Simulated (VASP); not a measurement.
Sn: relaxation of cell and atoms with RPBE

Sn:

```
Sn
1.0
    -1.72654    1.77555    2.33834
     1.72654   -1.77555    2.33834
     1.72654    1.77555   -2.33834
Sn
1
Cartesian
  0.0000 0.0000 0.0000
```

This isn't the form of Sn at room conditions, which is tetragonal (white tin).

| Quantity | Value |
| --- | --- |
| Program | VASP 6.6.1 |
| Task | relaxation of cell and atoms |
| Functional | RPBE |
| Potentials or basis | VASP PAW PBE potentials, release 64 (Sn_d) |
| Cutoff | 600 eV |
| k mesh | 16 × 16 × 16 |
| Occupations | gaussian, width 0.1 eV |
| Spin | no spin polarisation |
| Further INCAR settings | ALGO = Fast; EDIFF = 1e-07; IBRION = 2; EDIFFG = -0.005; NSW = 90; ISIF = 3 |

```json
{"Relaxed volume": "28.85 Å³/atom", "Relaxed cell": "a = 3.404 Å, b = 3.404 Å, c = 3.404 Å, α = 117.53°, β = 117.54°, γ = 94.33°", "Space group after relaxing (to 0.05 Å)": "I4/mmm (No. 139)", "Energy gained by relaxing": "1.4 meV/atom", "Ionic steps": "21", "Pressure after relaxing": "0.0 GPa", "Band gap on the k mesh": "none (metal or under the smearing width)"}
```

Step by step:
```csv
step,energy change (eV),largest force (eV/Å),pressure (GPa),volume (Å³)
1,0.0000,0.0000,0.29,28.67
2,-0.0005,0.0000,0.02,28.89
3,-0.0006,0.0000,-0.28,29.09
4,-0.0010,0.0000,-0.30,29.07
5,-0.0011,0.0000,-0.27,29.04
6,-0.0013,0.0000,0.06,28.83
7,-0.0013,0.0000,0.00,28.86
8,-0.0013,0.0000,0.01,28.86
9,-0.0013,0.0000,0.00,28.86
10,-0.0013,0.0000,0.00,28.86
11,-0.0013,0.0000,0.00,28.86
12,-0.0013,0.0000,0.00,28.86
13,-0.0013,0.0000,0.00,28.86
14,-0.0013,0.0000,0.00,28.86
15,-0.0014,0.0000,-0.02,28.87
16,-0.0014,0.0000,0.01,28.85
17,-0.0014,0.0000,0.02,28.84
18,-0.0014,0.0000,0.04,28.83
19,-0.0014,0.0000,0.01,28.83
20,-0.0014,0.0000,0.04,28.83
21,-0.0014,0.0000,0.02,28.85
```

Final structure:
```xyz
1
Lattice="-1.7653 1.7651 2.3147 1.7653 -1.7651 2.3147 1.7653 1.7651 -2.3147" Properties=species:S:1:pos:R:3 pbc="T T T"
Sn    0.0000    0.0000    0.0000
```

Levels at points of the mesh, in eV from the Fermi level:
| k point | band 5 | band 6 | band 7 | band 8 | band 9 | band 10 |
| --- | --- | --- | --- | --- | --- | --- |
| (0.00, 0.00, 0.00) | -21.53 | -10.70 | 7.19 | 7.32 | 7.33 | 10.54 |
| (0.50, 0.00, 0.00) | -21.48 | -6.66 | -4.33 | 4.90 | 5.93 | 9.23 |
| (0.00, 0.50, 0.00) | -21.48 | -6.66 | -4.33 | 4.91 | 5.93 | 9.23 |
| (0.50, 0.50, 0.00) | -21.46 | -5.25 | -3.59 | 2.11 | 2.60 | 5.58 |
| (0.50, 0.50, 0.50) | -21.46 | -4.24 | -2.93 | 1.40 | 1.40 | 4.55 |

It took 46 min on 1 thread of Intel(R) Xeon(R) Platinum 8259CL CPU @ 2.50GHz (Skylake/Cascade Lake) (shared host), peak memory 0.4 GiB.

Caveat: the PAW data sets were made with another functional, which shifts forces and pressure a little.
